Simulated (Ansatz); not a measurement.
# SiC: the cost of one run

Computed with Ansatz 0.2.0 (reference: DFT, HSE06, plane waves, PAW, unless a step's input says otherwise).

3 further runs of the same task are left out: 3 that didn't finish.

### 1 The starting structure

Symmetry: P6_3/mmc, No. 194, hexagonal system. Conventional cell: a = 2.857 Å, b = 2.857 Å, c = 4.702 Å, α = 90.00°, β = 90.00°, γ = 120.00°. Around Si (site symmetry -3m) lie 6 C at 2.03 Å. C (site symmetry -6m2) has 6 Si at 2.03 Å as nearest neighbours.

Coordinates:

```
Si C
1.0
     2.85685    0.00000    0.00000
    -1.42843    2.47411    0.00000
     0.00000    0.00000    4.70199
Si C
2 2
Direct
  0.00000 0.00000 0.00000
  0.00000 0.00000 0.50000
  0.33333 0.66667 0.25000
  0.66667 0.33333 0.75000
```

### 2 Reference

Contents of input.yaml:

```yaml
crystal:
  lattice:
    - [2.856852842, 0.0, 0.0]
    - [-1.428426421, 2.474107136, 0.0]
    - [0.0, 0.0, 4.7019938879]
  atoms:
    - { symbol: Si, position: [0.0, 0.0, 0.0] }
    - { symbol: Si, position: [0.0, 0.0, 0.5] }
    - { symbol: C, position: [0.3333333333, 0.6666666667, 0.25] }
    - { symbol: C, position: [0.6666666667, 0.3333333333, 0.75] }
kpoints:
  mp_grid: { grid: [6, 6, 4] }
hamiltonian:
  xc: hse06
scf:
  occupations: { method: fermi_dirac, width: 0.02 }
  n_extra_bands: 5
output:
  forces: true
  stress: true
  eigenvalues: true
  write_density: true
  write_potential: true
  elf: true
  volumetric_format: npy
```

Run with:

```
$ ansatz run input.yaml --threads 4 --pin off --max-ram 3686MiB --backend cpu --events-out ev --progress --plain --runs-dir out
```

What time and memory should one allow on 4 threads of Arm Neoverse V1, shared host?

About 6.4 s, with a peak of 0.7 GiB.
